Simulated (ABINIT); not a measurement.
Set up this calculation in ABINIT 10.8.3 (patched build), as the native input.

```
Task                : single point
Functional          : PBE
Potentials or basis : PseudoDojo NC SR PBE v0.4.1 standard
Cutoff              : 1088 eV
k mesh              : 8 × 8 × 8
Occupations         : fermi-dirac, width 0.05 eV
Spin                : no spin polarisation
```

The system is GaN.

```
Ga N
1.0
     0.00000    2.25350    2.25350
     2.25350    0.00000    2.25350
     2.25350    2.25350    0.00000
Ga N
1 1
Direct
  0.00000 0.00000 0.00000
  0.25000 0.25000 0.25000
```

The cell is a database's computed one.

The input as run:

run.abi

```
pp_dirpath "./"
pseudos "Ga.upf, N.upf"

acell 6.0224269985 6.0224269985 6.0224269985
rprim
     0.0000000000     0.7071067812     0.7071067812
     0.7071067812     0.0000000000     0.7071067812
     0.7071067812     0.7071067812     0.0000000000
ntypat 2
znucl 31 7
natom 2
typat 1 2
xred
     0.0000000000     0.0000000000     0.0000000000
     0.2500000000     0.2500000000     0.2500000000

ecut 40.0

kptopt 1
ngkpt 8 8 8
nshiftk 1
shiftk 0.0 0.0 0.0

ixc 11

nband 13
occopt 3
tsmear 0.05 eV

nstep 100
tolvrs 1.0e-10

iomode 3
prtwf 0
prtden 0
prteig 0
prtebands 0
enunit 2
```

Potentials or basis: PseudoDojo NC SR PBE v0.4.1 standard.

Command:

```console
$ mpirun --bind-to none -np 4 abinit run.abi > log 2>&1
```

Results of the run:

- Pressure: 5.1 GPa
- Band gap on the k mesh: 1.76 eV, direct
- Valence electrons inside the program's atomic spheres: Ga 10.88; N 5.23

Run time: 8.6 s on 4 MPI ranks on Arm Neoverse V1 (shared host), peak memory 0.24 GiB a rank.
